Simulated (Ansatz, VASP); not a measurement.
**AgCl: VASP beside Ansatz**

```
CELL_PARAMETERS angstrom
0.00000 2.64061 2.64061
2.64061 0.00000 2.64061
2.64061 2.64061 0.00000
ATOMIC_POSITIONS crystal
Ag 0.00000 0.00000 0.00000
Cl 0.50000 0.50000 0.50000
```

Alike in both runs: task single point; functional LDA; k mesh 10 × 10 × 10; occupations gaussian, width 0.05 eV; no spin polarisation.

```csv
,VASP,Ansatz
version,VASP 6.6.1,Ansatz 0.2.0
potentials or method,"VASP PAW LDA potentials, release 64 (Ag, Cl)","scalar-relativistic, plane waves, PAW"
plane-wave cutoff (eV),520,420
valence electrons in the cell,18,26
```

Ansatz gave:

- gap on the k mesh at the Fermi level (eV): 0.65
- pressure (GPa): 3.2

Task: Estimate VASP's values.

Result: gap on the k mesh at the Fermi level (eV): 0.68; pressure (GPa): 3.2.

The two sets of potentials don't hold the same shells in valence.

A k mesh can miss the band edges.
